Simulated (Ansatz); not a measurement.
# AlAs: the cost of one run

Computed, not measured: Ansatz 0.2.0, DFT, r2SCAN, no spin polarisation, plane waves, PAW.

## Step 1: Geometry

It takes space group F-43m (No. 216, cubic). Conventional cell: a = 5.627 Å, b = 5.627 Å, c = 5.627 Å, α = 90.00°, β = 90.00°, γ = 90.00°. Al (site symmetry -43m) has 4 As at 2.44 Å as nearest neighbours. Around As (site symmetry -43m) lie 4 Al at 2.44 Å.

Coordinates:

```xyz
2
Lattice="0.0000 2.8136 2.8136 2.8136 0.0000 2.8136 2.8136 2.8136 0.0000" Properties=species:S:1:pos:R:3 pbc="T T T"
Al    0.0000    0.0000    0.0000
As    1.4068    1.4068    1.4068
```

It is a restart: the density comes from an earlier run on this cell.

## Step 2: The run

File input.yaml:

```yaml
crystal:
  lattice:
    - [0.0, 2.81356251, 2.81356251]
    - [2.81356251, 0.0, 2.81356251]
    - [2.81356251, 2.81356251, 0.0]
  atoms:
    - { symbol: Al, position: [0.0, 0.0, 0.0] }
    - { symbol: As, position: [0.25, 0.25, 0.25] }
  symmetry: { tolerance: 0.0003 }
kpoints:
  mp_grid: { grid: [8, 8, 8], shift: [0, 0, 0] }
  band_path:
    path:
      - [0.0, 0.0, 0.0]
      - [-0.5, -0.5, 0.0]
      - [-0.375, -0.375, 0.25]
      - [-0.375, 0.0, 0.375]
      - [0.0, 0.0, 0.0]
      - [0.0, 0.0, 0.5]
      - [-0.5, -0.25, 0.25]
      - [-0.5, -0.5, 0.0]
    npoints: 8
magnetization:
  spin_polarized: false
scf:
  occupations: { method: fermi_dirac }
  lower_state_search: "off"
  max_iter: 200
hamiltonian:
  pseudopotentials: { kind: paw }
  xc: r2scan
basis:
  ecutwfc: 500
  fft_grid_basis: typed
output:
  forces: true
  stress: true
  eigenvalues: true
  bader: true
  populations: true
  elf: true
  write_potential: true
  volumetric_format: npy
  dos:
    e_range: [-12, 8]
    de: 0.05
    projected: { site_lists: { Al: [Al], As: [As] } }
checkpoint:
  read: saved_state
```

**Question.** How long does this run take on 1 thread of an x86-64 CPU, shared host, and how much memory does it need?

About 23 s, with a peak of 0.49 GiB.
